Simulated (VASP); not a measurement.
Write the native input for VASP 6.6.1 that does the following.

```
Task                   : relaxation of cell and atoms
Functional             : AM05
Potentials or basis    : VASP PAW PBE potentials, release 64 (Mg)
Cutoff                 : 600 eV
k mesh                 : 10 × 10 × 5
Occupations            : fermi-dirac, width 0.05 eV
Spin                   : no spin polarisation
Further INCAR settings : ALGO = Normal; EDIFF = 1e-07; IBRION = 2; EDIFFG = -0.01; NSW = 60; ISIF = 3
```

The structure of Mg lies in POSCAR:

```
Mg
1.0
    3.2093000000      0.0000000000      0.0000000000
   -1.6046500000      2.7793353284      0.0000000000
    0.0000000000      0.0000000000      5.2103000000
Mg
2
Direct
    0.6666666667      0.3333333333      0.7500000000
    0.3333333333      0.6666666667      0.2500000000
```

These files were run (other wordings do the same):

INCAR

```
  PREC = Accurate
  ENCUT = 600
  EDIFF = 1E-7
  ISMEAR = -1
  SIGMA = 0.05
  LREAL = False
  LASPH = True
  NELM = 80
  ALGO = Normal
  ISIF = 3
  LWAVE = False
  LCHARG = False
  GGA = AM
  IBRION = 2
  NSW = 60
  EDIFFG = -0.01
```

KPOINTS

```
Automatic mesh
0
Gamma
  10 10 5
```

Potentials or basis: VASP PAW PBE potentials, release 64 (Mg).

The run is started by

```bash
$ cat potpaw_PBE.64/Mg/POTCAR > POTCAR
$ mpirun -np 1 vasp_std > vasp.out
```

Results of the run:

```json
{
  "Relaxed volume": "22.63 Å³/atom",
  "Relaxed cell": "a = 3.152 Å, b = 3.152 Å, c = 5.261 Å, α = 90.00°, β = 90.00°, γ = 120.00°",
  "Space group after relaxing (to 0.05 Å)": "P6_3/mmc (No. 194)",
  "Energy gained by relaxing": "4.0 meV/atom",
  "Ionic steps": "7",
  "Pressure after relaxing": "0.0 GPa",
  "Band gap on the k mesh": "none (metal or under the smearing width)"
}
```

Caveat: the PAW data sets were made with another functional, which shifts forces and pressure a little.

Run time: 55 s on 1 thread of Intel(R) Xeon(R) Platinum 8259CL CPU @ 2.50GHz (Skylake/Cascade Lake), with other jobs on the host, peak memory 0.18 GiB.
